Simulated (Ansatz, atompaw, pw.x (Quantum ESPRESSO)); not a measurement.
# Ru: one change to the PAW (atompaw) potential, in the atom and in the bcc crystal

| Property | Result |
| --- | --- |
| Element | Ru (Z = 44) |
| Generator | atompaw 4.2.0.5 |
| Type | PAW |
| Functional | PBE |
| Relativity | scalar-relativistic |
| Frozen core | [Ar] 3d10 |
| Valence charge | 16 |
| Reference configuration | 4s2 4p6 4d7 5s0 5p1 |
| Partial waves | 4s (bound); 5s (bound, empty); 4p (bound); 5p (bound); 4d (bound); 4d channel at 3.65 Ry |
| Local potential | bessel scheme, radius 1.45 bohr |
| Core correction | smooth core density matched at 1.30 bohr |
| Augmentation charge | besselshape compensation charge, radius 1.95 bohr; PAW radius 2.00 bohr; waves and projectors: bloechl |

Change: augmentation gaussian compensation charge, radius 1.95 bohr; PAW radius 2.00 bohr; waves and projectors: bloechl.

Cutoffs, loose and tight: the cutoffs (Ry, on a coarse ladder) from which the occupation-weighted sum of valence levels, in a spherical-Bessel basis at the reference potential, stays within 10 and 1 mRy of its value at 400 Ry. They see the waves, projectors and local potential, not the compensation charge or the core.

Crystal test: bcc Ru in pw.x 7.5, no spin, 15³ k-points, Fermi–Dirac smearing 0.01 Ry, cutoffs set for each file from its atomic test. The reference is all-electron LAPW (Ansatz 0.2.0) with the same functional, mesh and smearing; V0 and B0 come from Birch–Murnaghan fits to the pressures at five volumes. Errors are pseudo minus all-electron; Δ is the rms difference of the E(V) curves that follow from these fits, minima aligned, over ±6 % about the mean V0. Mesh and smearing are coarse, so the numbers serve the comparison and aren't converged zero-temperature values; the lattice is a test structure that the element need not adopt.

All-electron: a0 = 3.056 Å (V0 = 14.28 Å³/atom), B0 = 274.2 GPa.

**Question.** Does the change bring the crystal closer to the all-electron result?

**Answer.** The mean pressure error goes from +1.44 to +1.70 GPa, so the change moves the solid further from the all-electron pressures.

```
                 quantity       base    changed
           outcome (atom)  generated  generated
     cutoff, loose (atom)      40 Ry      40 Ry
     cutoff, tight (atom)      50 Ry      50 Ry
      bound ghosts (atom)       none       none
     cutoffs in pw.x (Ry)     60/600     60/600
                   a0 (Å)      3.061      3.062
             a0 error (%)      +0.16      +0.20
             B0 error (%)       +0.0       -0.4
             Δ (meV/atom)        4.3        5.1
mean pressure error (GPa)      +1.44      +1.70
```

 The atomic cutoffs weigh occupied waves only.
